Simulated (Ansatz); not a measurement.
Ionic part of the dielectric constant of MgO at 15 GPa, mode by mode

Computed with DFT LDA, scalar-relativistic, plane waves, PAW (Ansatz). Settings: 420 eV plane-wave cutoff, Γ-centred 12×12×6 mesh, fixed occupations. No spin polarisation. Phonons by linear response, acoustic sum rule imposed.

It takes space group P6_3/mmc (No. 194, hexagonal). Conventional cell: a = 3.347 Å, b = 3.347 Å, c = 4.028 Å, α = 90.00°, β = 90.00°, γ = 120.00°. Around Mg (site symmetry -6m2) lie 5 O at 1.93 to 2.01 Å. O (site symmetry -6m2) is surrounded by 5 Mg at 1.93 to 2.01 Å.

The primitive cell has V = 39.07 Å³ and ε∞,zz = 2.952. Each polar mode adds Δε = (4.92064×10⁷/V)·S/ν² along z, with S its oscillator strength in e²/amu, ν in cm⁻¹ and V in Å³.

Problem. From these modes, find each Δε and ε0,zz.
| ν (cm⁻¹) | S_zz (e²/amu) |
| --- | --- |
| 472.2 | 0.8005 |

Solution.
| ν (cm⁻¹) | Δε |
| --- | --- |
| 472.2 | 4.52 |

The sum is 4.522, so ε0,zz = 7.47; the run's tensor has 7.47.

Problem. Where do the longitudinal modes lie for a wave vector along z?

Solution. At 751 cm⁻¹. The Lyddane–Sachs–Teller product Π(ν_LO/ν_TO)² = 2.53 matches ε0/ε∞ = 2.53.

This form isn't the usual stable structure of the compound at low pressure.

Cost: 1 run of about 2.1 core-minutes, on Intel Xeon Platinum 8488C (Sapphire Rapids) (shared hosts).